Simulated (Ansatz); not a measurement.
Energy landscape near a Ba structure

Computed with Ansatz, DFT PBE, scalar-relativistic, plane waves, PAW.

Settings: cutoff 420 eV, Γ-centred mesh 10×10×6 on the computed 2-atom cell, Gaussian smearing of 0.10 eV; no spin polarisation.

Reference cell:

```
CELL_PARAMETERS angstrom
3.59177 -2.51690 0.00000
3.59177 2.51690 0.00000
0.00000 0.00000 7.19005
ATOMIC_POSITIONS crystal
Ba 0.74677 0.25323 0.25000
Ba 0.25323 0.74677 0.75000
```

Each variant moves atoms of this cell by the vectors given, if any (Å), and then applies a symmetric strain (tensor components, Cartesian axes). The reference cell isn't relaxed at this level. Energies are per atom at zero smearing, counted from the lowest variant. Pressure is positive in compression.

1. strain (xx yy zz yz xz xy, %) -0.64 -0.22 -1.03 0.00 0.00 1.00; moves: Ba1 (0.035, -0.146, 0.000); Ba2 (-0.035, 0.146, 0.000)
2. strain (xx yy zz yz xz xy, %) -3.48 -0.66 -0.30 0.00 0.00 0.00; moves: Ba1 (0.000, -0.100, 0.000); Ba2 (0.000, 0.100, 0.000)
3. no strain; moves: Ba2 (0.129, 0.076, 0.015)
4. strain (xx yy zz yz xz xy, %) 0.78 1.97 -4.62 0.00 -0.98 0.00; moves: Ba1 (0.000, 0.150, 0.000); Ba2 (0.000, -0.150, 0.000)

```
variant  ΔE (meV/atom) P (GPa) largest force (eV/Å) gap on mesh (eV) space group
      1           10.0    -0.07                  0.17                 0       P2_1/m
      2            4.8     0.16                  0.10                 0         Cmcm
      3            0.0    -0.22                  0.04                 0          P-1
      4              ?        ?                     ?                 ?            ?
```

Give the withheld rows.

```
variant  ΔE (meV/atom) P (GPa) largest force (eV/Å) gap on mesh (eV) space group
      4           27.0    -0.06                  0.26                 0         C2/c
```

Spin-orbit coupling is left out, which matters for the bands of heavy elements.